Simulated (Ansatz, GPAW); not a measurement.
Given: the input of a run of GPAW 26.7.0 (ASE script) on CsPbCl3. 

Contents of run.py:

```python
from ase import Atoms
from ase.dft.bandgap import bandgap
from ase.io import write
from ase.units import Bohr, GPa
from gpaw import GPAW, PW
from gpaw.elf import elf_from_dft_calculation

atoms = Atoms(['Pb', 'Cs', 'Cl', 'Cl', 'Cl'],
              cell=[[5.605, 0.0, 0.0],
                    [0.0, 5.605, 0.0],
                    [0.0, 0.0, 5.605]],
              scaled_positions=[[0.5, 0.5, 0.5],
                                [0.0, 0.0, 0.0],
                                [0.5, 0.0, 0.5],
                                [0.0, 0.5, 0.5],
                                [0.5, 0.5, 0.0]],
              pbc=True)

calc = GPAW(mode=PW(600),
            xc='PBE',
            kpts={'size': (5, 5, 5), 'gamma': True},
            occupations={'name': 'fermi-dirac', 'width': 0.05},
            nbands=37,
            convergence={'density': 1e-05, 'energy': 1e-05},
            maxiter=150,
            txt='gpaw.txt')
atoms.calc = calc
energy = atoms.get_potential_energy()
forces = atoms.get_forces()
stress = atoms.get_stress()
calc.write('gs.gpw')
write('result.traj', atoms)
print(f'Energy: {energy:.6f} eV')
print('Forces (eV/A):')
print(forces.round(4))
print('Stress (GPa):', (stress / GPa).round(3))
print('Fermi level:', round(calc.get_fermi_level(), 4), 'eV')
print(f'Gap: {bandgap(calc)[0]:.4f} eV, direct: {bandgap(calc, direct=True)[0]:.4f} eV')

# fields on the real-space grid
write('density.cube', atoms, data=calc.get_pseudo_density() * Bohr**3)
write('potential.cube', atoms, data=calc.get_electrostatic_potential())
write('elf.cube', atoms, data=elf_from_dft_calculation(calc).data)
```

Potentials or basis: GPAW PAW data sets (gpaw-data 1.2.1), pw.

The run is started by

```sh
$ OMP_NUM_THREADS=1 python run.py
```

Question: What does the same run look like in Ansatz 0.2.0? Potentials or basis there: all-electron LAPW, scalar-relativistic.

Answer: As run (cutoffs and basis follow the program's own potentials, and thresholds, step limits or extra output files can differ):

input.yaml

```yaml
crystal:
  lattice:
    - [5.605, 0.0, 0.0]
    - [0.0, 5.605, 0.0]
    - [0.0, 0.0, 5.605]
  atoms:
    - { symbol: Pb, position: [0.5, 0.5, 0.5] }
    - { symbol: Cs, position: [0.0, 0.0, 0.0] }
    - { symbol: Cl, position: [0.5, 0.0, 0.5] }
    - { symbol: Cl, position: [0.0, 0.5, 0.5] }
    - { symbol: Cl, position: [0.5, 0.5, 0.0] }
kpoints:
  mp_grid: { grid: [5, 5, 5] }
scf:
  occupations: { method: fermi_dirac, width: 0.05 }
hamiltonian:
  xc: pbe
  pseudopotentials: { kind: all_electron, lapw: { basis_error: 0.001 } }
output:
  forces: true
  stress: true
  eigenvalues: true
  populations: true
```

Potentials or basis: all-electron LAPW, scalar-relativistic.

Run with:

```console
$ ansatz run input.yaml --threads 4 --pin off --max-ram 12288MiB --backend cpu --events-out ev --progress --plain --runs-dir out
```

Both were run:

|  | GPAW | Ansatz |
| --- | --- | --- |
| Pressure | 1.6 GPa | 1.7 GPa |

Where Ansatz's input types no cutoff or centring, it takes its own default and a Γ-centred mesh.

Pressure is positive in compression.
